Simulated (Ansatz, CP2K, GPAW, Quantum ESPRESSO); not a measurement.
## FePt: programs and potentials compared

```
Pt Fe
1.0
     2.72350    0.00000    0.00000
     0.00000    2.72350    0.00000
     0.00000    0.00000    3.72000
Pt Fe
1 1
Direct
  0.50000 0.50000 0.50000
  0.00000 0.00000 0.00000
```

Alike in all runs: task band structure; functional LDA; k mesh 10 × 10 × 7; occupations fermi-dirac, width 0.05 eV; collinear spin, ferromagnetic start; no spin-orbit coupling. LDA stands for any of its common fits. Pressure is positive in compression and, in plane waves, holds the error of the finite cutoff.

| program and potentials | plane-wave cutoff (eV) | notes | pressure (GPa) | net moment per atom (μB) |
| --- | --- | --- | --- | --- |
| GPAW, the program's PAW data sets (release 1.2.1) made for this functional | 600 | 12 valence electrons an atom on average | -12.88 | 1.61 |
| Ansatz, all-electron LAPW, scalar-relativistic | - | - | -12.69 | 1.61 |
| CP2K, GTH_POTENTIALS Pt GTH-PADE-q18, Fe GTH-PADE-q16; TZVP-MOLOPT-PBE-GTH basis | - | atomic basis; 17 valence electrons an atom on average | -16.66 | 1.68 |
| Quantum ESPRESSO, PseudoDojo 0.4.1 SR LDA standard | 1225 | 17 valence electrons an atom on average | -12.57 | 1.63 |

The pressure spans -16.66 (CP2K, GTH_POTENTIALS Pt GTH-PADE-q18, Fe GTH-PADE-q16; TZVP-MOLOPT-PBE-GTH basis) to -12.57 GPa (Quantum ESPRESSO, PseudoDojo 0.4.1 SR LDA standard), with all-electron results at -12.69. The net moment per atom spans 1.61 (GPAW, the program's PAW data sets (release 1.2.1) made for this functional) to 1.68 μB (CP2K, GTH_POTENTIALS Pt GTH-PADE-q18, Fe GTH-PADE-q16; TZVP-MOLOPT-PBE-GTH basis), with all-electron results at 1.61. The cell lies far from this level's equilibrium. The state is the one that the start led to, which needn't be the lowest. Rows in atomic bases carry the error of their basis and grid, which can be large.

Differences between rows come from potentials, basis sets and numerical settings, since the functional is the same but for its coding. Runs on potential files found faulty are left out.
